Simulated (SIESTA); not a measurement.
WC (Qusongite):

```
W C
1.0
     2.90650    0.00000    0.00000
    -1.45325    2.51710    0.00000
     0.00000    0.00000    2.83660
W C
1 1
Direct
  0.00000 0.00000 0.00000
  0.66667 0.33333 0.50000
```

Base run:

```yaml
Program: SIESTA 5.4.2
Functional: PBEsol
Potentials_or_basis: PseudoDojo 0.4 standard (PBEsol files)
Basis: DZP (energy shift 0.003 Ry; two zetas on semicore shells)
Grid_cutoff: 800 Ry
Energy_shift: 0.003 Ry
k_mesh: 10 × 10 × 9
Occupations: fermi-dirac, width 0.05 eV
Spin: no spin polarisation
```

Its results: band gap on the k mesh none (metal or under the smearing width); pressure 2.7 GPa.

Problem. The run is repeated on the same cell with these changes: functional from PBEsol to LDA; potentials or basis from PseudoDojo 0.4 standard (PBEsol files) to PseudoDojo 0.4 standard (LDA files). What comes out?

Solution. Band gap on the k mesh none (metal or under the smearing width); pressure -4.6 GPa.

Caveats: short orbitals over semicore shells can move pressures by several GPa; the basis of atomic orbitals isn't converged, which shifts pressures, moduli and gaps; the basis holds too few empty states to meet the f-sum rule, so the spectrum is short of weight at high energy (some runs).

Not every run made on this cell is shown here.
